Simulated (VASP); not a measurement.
**YN in VASP 6.6.1, single-point calculation**

INCAR

```
IBRION = -1
ALGO = Normal
NELM = 65
LASPH = .TRUE.
ISMEAR = 0
ENCUT = 520
LCHARG = .FALSE.
PREC = Accurate
EDIFF = 1E-7
ISIF = 2
LWAVE = .FALSE.
NBANDS = 15
LREAL = .FALSE.
SIGMA = 0.01
GGA = 91
NSW = 0
```

KPOINTS

```
KPOINTS created by Atomic Simulation Environment
0
Gamma
10 10 10
0 0 0
```

POSCAR

```
Y  N
 1.0000000000000000
     0.0000000000000000    2.5214895869000000    2.5214895869000000
     2.5214895869000000    0.0000000000000000    2.5214895869000000
     2.5214895869000000    2.5214895869000000    0.0000000000000000
 Y   N
   1   1
Cartesian
  0.0000000000000000  0.0000000000000000  0.0000000000000000
  2.5214895869000000  2.5214895869000000  2.5214895869000000
```

The recommended PBE PAW datasets give the neutral cell 16 valence electrons.

Command

```
mpirun -np 1 vasp_std
```

**Question.** Predict the outcome of this run.

**Answer.** It converged. Results: gap between bands v and c on the k mesh 0.34 eV; least direct gap on the k mesh 0.78 eV; pressure -11.3 GPa. Band v is the last that the valence electrons fill when counted band by band, and c is the next.

OSZICAR

```
N       E                     dE             d eps       ncg     rms          rms(c)
DAV:   1     0.517660176274E+02    0.51766E+02   -0.83517E+03  1410   0.106E+03
DAV:   2    -0.191960470760E+02   -0.70962E+02   -0.64064E+02  1976   0.223E+02
DAV:   3    -0.220670671261E+02   -0.28710E+01   -0.28542E+01  1788   0.390E+01
DAV:   4    -0.221123540569E+02   -0.45287E-01   -0.45280E-01  1692   0.485E+00
DAV:   5    -0.221130811588E+02   -0.72710E-03   -0.72709E-03  1760   0.530E-01    0.255E+01
DAV:   6    -0.186044680237E+02    0.35086E+01   -0.98355E+00  1550   0.242E+01    0.292E+01
DAV:   7    -0.182761608981E+02    0.32831E+00   -0.63252E-01  1732   0.676E+00    0.211E+01
DAV:   8    -0.182829651614E+02   -0.68043E-02   -0.38277E-01  1920   0.540E+00    0.102E+01
DAV:   9    -0.182289751966E+02    0.53990E-01   -0.77074E-02  1784   0.278E+00    0.179E+00
DAV:  10    -0.182290239398E+02   -0.48743E-04   -0.78405E-03  1571   0.780E-01    0.543E-01
DAV:  11    -0.182290599724E+02   -0.36033E-04   -0.60296E-04  1910   0.205E-01    0.345E-01
DAV:  12    -0.182290322518E+02    0.27721E-04   -0.63347E-05  1669   0.715E-02    0.501E-02
DAV:  13    -0.182290327846E+02   -0.53282E-06   -0.44521E-06  1648   0.183E-02    0.130E-02
DAV:  14    -0.182290327436E+02    0.40995E-07   -0.28233E-07  1851   0.411E-03
   1 F= -.18229033E+02 E0= -.18229033E+02  d E =-.125441E-62
```

For comparison, a separate r²SCAN run of the intended cell, on usual settings and not on those above, gives a gap of 0.73 eV on its mesh and a pressure of -12.5 GPa.
